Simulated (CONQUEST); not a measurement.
AlN under changes of volume

One of the cells (10.451 Å³/atom); the others are scaled copies at fixed shape and fractional positions:

```
Al N
1.0
     3.11300    0.00000    0.00000
     0.00000    4.98100    0.00000
     0.00000    0.00000    5.39187
Al N
4 4
Direct
  0.00000 0.50000 0.33333
  0.50000 0.50000 0.83333
  0.00000 0.00000 0.66667
  0.50000 0.00000 0.16667
  0.00000 0.88000 0.33333
  0.50000 0.88000 0.83333
  0.00000 0.38000 0.66667
  0.50000 0.38000 0.16667
```

| Property | Result |
| --- | --- |
| Program | CONQUEST 1.3 |
| Functional | PBE |
| Potentials or basis | PseudoDojo NC PBE, SZP, grid of 36 × 60 × 60 points |
| k mesh | 9 × 6 × 5 |
| Occupations | fermi-dirac, width 0.05 eV |
| Spin | no spin polarisation |

| volume (Å³/atom) | energy over the lowest point (meV/atom) | pressure (GPa) | gap on the mesh (eV) | largest force (eV/Å) |
| --- | --- | --- | --- | --- |
| 9.824 | 75.03 | 24.2 | 5.07 | 0.193 |
| 10.033 | 47.45 | 18.2 | 5.06 | 0.183 |
| 10.242 | 26.93 | 13.3 | 5.05 | 0.165 |
| 10.451 | ? | ? | ? | ? |
| 10.660 | 3.59 | 4.8 | 4.66 | 0.146 |
| 10.869 | 0.00 | 0.8 | 4.47 | 0.127 |
| 11.078 | 1.38 | -2.7 | 4.27 | 0.116 |

**Question.** What does the run at 10.451 Å³/atom give?

**Answer.** Energy over the lowest point 12.55 meV/atom; pressure 8.9 GPa; gap on the mesh 4.87 eV; largest force 0.151 eV/Å.

Worked out: A Birch-Murnaghan fit of order 3 (a polynomial in V^(-2/3)) to the other rows has its minimum at 10.91 Å³/atom with B0 = V·E''(V) = 190 GPa and B' = 3.3 at fixed shape and positions, which overstates the stiffness. It gives 12.36 meV/atom at 10.451 Å³/atom, against the run's 12.55, and -dE/dV = 8.9 GPa, against 8.9. A parabola through the other rows of the gap, of slope -7.25 eV per unit of ln V there, gives 4.87 eV, against the run's 4.87.

Energies are extrapolated to zero smearing.

Caveats: the atomic basis is small; an odd mesh through Γ misses points on the zone boundary, where band edges often lie; the basis of atomic orbitals isn't converged, which shifts pressures, moduli and gaps.
